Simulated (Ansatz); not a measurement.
InSe:

```
CELL_PARAMETERS angstrom
4.05000 0.00000 0.00000
-2.02500 3.50740 0.00000
0.00000 0.00000 16.93000
ATOMIC_POSITIONS crystal
In 0.66667 0.33333 0.84300
In 0.33333 0.66667 0.34300
In 0.66667 0.33333 0.65700
In 0.33333 0.66667 0.15700
Se 0.66667 0.33333 0.39800
Se 0.33333 0.66667 0.89800
Se 0.66667 0.33333 0.10200
Se 0.33333 0.66667 0.60200
```

* Program: Ansatz 0.2.0
* Task: relaxation of cell and atoms
* Functional: LDA
* Potentials or basis: Ansatz PAW
* Cutoff: 420 eV (not typed: the program's choice for these potentials)
* k mesh: 8 × 8 × 2
* Occupations: fermi-dirac, width 0.05 eV
* Spin: no spin polarisation

At the start: volume 30.06 Å³/atom.

Question: How do energy, volume and symmetry change on relaxing?

Answer: It ends after 8 steps and the volume is 28.04 Å³/atom (-6.7 %); space group P6_3/mmc (No. 194, to 0.05 Å).

The path:
```csv
step,energy change (eV),largest force (eV/Å),volume (Å³)
1,0.0000,2.6044,240.49
2,-1.4657,0.2078,239.03
3,-1.5148,0.1755,235.66
4,-1.5839,0.1122,223.25
5,-1.5875,0.0443,224.71
6,-1.5880,0.0094,224.22
7,-1.5881,0.0001,224.32
8,-1.5855,0.0004,224.32
```

Final structure:
```cif
data_structure
_symmetry_space_group_name_H-M 'P 1'
_symmetry_Int_Tables_number 1
_cell_length_a 3.9672
_cell_length_b 3.9672
_cell_length_c 16.4578
_cell_angle_alpha 90.000
_cell_angle_beta 90.000
_cell_angle_gamma 120.000
_cell_volume 224.32
loop_
_atom_site_label
_atom_site_type_symbol
_atom_site_fract_x
_atom_site_fract_y
_atom_site_fract_z
_atom_site_occupancy
In1 In 0.66667 0.33333 0.83331 1
In2 In 0.33333 0.66667 0.33331 1
In3 In 0.66667 0.33333 0.66669 1
In4 In 0.33333 0.66667 0.16669 1
Se1 Se 0.66667 0.33333 0.41053 1
Se2 Se 0.33333 0.66667 0.91053 1
Se3 Se 0.66667 0.33333 0.08947 1
Se4 Se 0.33333 0.66667 0.58947 1
```

Caveat: the plane-wave basis is chosen anew once the cell has moved, so the energies of steps on either side of that aren't comparable; the PAW data sets come from PBE, with cores solved anew for the run's functional, which leaves a small shift of forces and pressure.
